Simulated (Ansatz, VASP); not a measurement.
C: VASP beside Ansatz

File INCAR:

```
  ALGO = Normal
  EDIFF = 1E-6
  ENCUT = 520
  GGA = PE
  ISIF = 2
  ISMEAR = -1
  LASPH = True
  LCHARG = True
  LELF = True
  LREAL = False
  LVHAR = True
  LWAVE = False
  NBANDS = 8
  NELM = 60
  PREC = Accurate
  SIGMA = 0.05
```

Contents of KPOINTS:

```
k-points
0
Gamma
  6 6 20
```

Contents of POSCAR:

```
C
1.0
    4.3386258936      0.0000000000      0.0000000000
    0.0000000000      4.3386258936      0.0000000000
    0.0000000000      0.0000000000      1.3074393261
C
1
Direct
    0.5000000000      0.5000000000      0.5000000000
```

File input.yaml:

```yaml
crystal:
  lattice:
    - [4.3386258936, 0.0, 0.0]
    - [0.0, 4.3386258936, 0.0]
    - [0.0, 0.0, 1.3074393261]
  atoms:
    - { symbol: C, position: [0.5, 0.5, 0.5] }
hamiltonian:
  xc: pbe
  pseudopotentials: { kind: paw, azcp: { folder: soft_1 } }
kpoints:
  mp_grid: { grid: [6, 6, 20] }
scf:
  occupations: { method: fermi_dirac, width: 0.05 }
output:
  forces: true
  stress: true
  eigenvalues: true
```

The cell was built by a generator and needn't be a form met in nature.

Alike in both runs: task single point; functional PBE; k mesh 6 × 6 × 20; occupations fermi-dirac, width 0.05 eV; no spin polarisation.

```csv
,VASP,Ansatz
version,VASP 6.6.1,Ansatz 0.2.0
potentials or method,"VASP PAW PBE potentials, release 64 (C)",Ansatz PAW soft_1
plane-wave cutoff (eV),520,420
valence electrons in the cell,4,4
```

VASP gave:

| Property | Result |
| --- | --- |
| gap on the k mesh at the Fermi level (eV) | none |
| pressure (GPa) | -4.9 |
| largest component of the traceless stress (GPa) | 9.11 |

Question: Estimate Ansatz's values.

Answer: gap on the k mesh at the Fermi level (eV): none; pressure (GPa): -4.9; largest component of the traceless stress (GPa): 9.05.

A gap of «none» marks a metal or a gap that the smearing closes. The functional is the same, so the differences come from potentials, cutoffs and numerics.
